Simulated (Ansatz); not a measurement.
Wanted: the native input for an Ansatz 0.2.0 run.

```yaml
Task: relaxation of cell and atoms
Functional: PBE
Dispersion: D4
Potentials_or_basis: Ansatz PAW
Cutoff: "420 eV (not typed: the program's choice for these potentials)"
k_mesh: 9 × 6 × 4
Occupations: fermi-dirac, width 0.05 eV
Spin: no spin polarisation
```

Crystal: TiO2.

```
Ti O
1.0
     2.96826    0.00000    0.00000
     0.00021    4.70761    0.00000
     1.48357    0.24235    7.08346
Ti O
3 6
Direct
  0.00337 0.00039 0.00070
  0.34464 0.48026 0.31696
  0.66171 0.52047 0.68450
  0.44004 0.18544 0.12854
  0.77793 0.29773 0.45188
  0.10124 0.30895 0.80624
  0.90650 0.69184 0.19517
  0.22941 0.70301 0.54951
  0.56803 0.81530 0.87283
```

The cell comes from a database or a generator and needn't be the stable form of this composition.

These files were run (other wordings do the same):

input.yaml

```yaml
crystal:
  lattice:
    - [2.9682645463, 0.0, 0.0]
    - [0.0002080834, 4.7076067549, 0.0]
    - [1.4835696211, 0.242353462, 7.0834647979]
  atoms:
    - { symbol: Ti, position: [0.00337187, 0.00038881, 0.00070319] }
    - { symbol: Ti, position: [0.34464021, 0.48025965, 0.31695987] }
    - { symbol: Ti, position: [0.66170814, 0.52047436, 0.68449636] }
    - { symbol: O, position: [0.44003816, 0.18543769, 0.1285388] }
    - { symbol: O, position: [0.77792634, 0.29772875, 0.45187807] }
    - { symbol: O, position: [0.10123624, 0.30895342, 0.80624322] }
    - { symbol: O, position: [0.90649721, 0.69183699, 0.19517157] }
    - { symbol: O, position: [0.22940715, 0.70300728, 0.54951473] }
    - { symbol: O, position: [0.56802567, 0.81530006, 0.87282718] }
hamiltonian:
  xc: pbe
  pseudopotentials: { kind: paw }
  dispersion: d4
kpoints:
  mp_grid: { grid: [9, 6, 4] }
scf:
  occupations: { method: fermi_dirac, width: 0.05 }
output:
  forces: true
  stress: true
  eigenvalues: true
relax:
  f_tol: 0.01
  max_steps: 40
  cell: { stress_tol: 0.05 }
```

Potentials or basis: Ansatz PAW.

The run is started by

```console
$ ansatz run input.yaml --threads 4 --pin off --max-ram 11264MiB --backend cpu --events-out ev --progress --plain --runs-dir out
```

Results of the run:

```json
{"Relaxed volume": "11.00 Å³/atom", "Relaxed cell": "a = 2.965 Å, b = 4.703 Å, c = 7.253 Å, α = 88.33°, β = 78.20°, γ = 90.00°", "Space group after relaxing (to 0.05 Å)": "C2/m (No. 12)", "Energy gained by relaxing": "0.1 meV/atom", "Ionic steps": "6", "Pressure after relaxing": "0.0 GPa", "Largest force after relaxing": "0.008 eV/Å", "Band gap on the k mesh": "2.27 eV, indirect (least direct gap 2.32 eV)"}
```

Caveat: odd divisions of the mesh miss points on the zone boundary, where band edges often lie, so the gap on the mesh can be too wide; the plane-wave basis is chosen anew once the cell has moved, so the energies of steps on either side of that aren't comparable; the pressure holds a Pulay correction of +0.7 GPa for the finite cutoff.

Run time: 74 s on 4 threads of Arm Neoverse V2, with other jobs on the host, peak memory 0.66 GiB.
